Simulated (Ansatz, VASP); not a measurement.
ZnS in VASP and in Ansatz

```
Zn S
1.0
     0.00000    2.70200    2.70200
     2.70200    0.00000    2.70200
     2.70200    2.70200    0.00000
Zn S
1 1
Cartesian
  4.0530 4.0530 4.0530
  0.0000 0.0000 0.0000
```

Alike in both runs: task single point; functional PBEsol; k mesh 9 × 9 × 9; occupations fermi-dirac, width 0.05 eV; no spin polarisation.

```csv
,VASP,Ansatz
version,VASP 6.6.1,Ansatz 0.2.0
potentials or method,"VASP PAW PBE potentials, release 64 (Zn, S), cutoff 520 eV","all-electron LAPW, scalar-relativistic"
```

```csv
,VASP,Ansatz,Ansatz less VASP
gap on the k mesh at the Fermi level (eV),1.98,1.98,-0.002
least direct gap on the mesh (eV),1.98,1.98,-0.002
pressure (GPa),-1.8,-2.0,-0.18
```

Ansatz ran all-electron here, so the differences hold the error of VASP's frozen core and of both bases.

Caveats: the PAW data sets were made with another functional, which shifts forces and pressure a little (VASP).
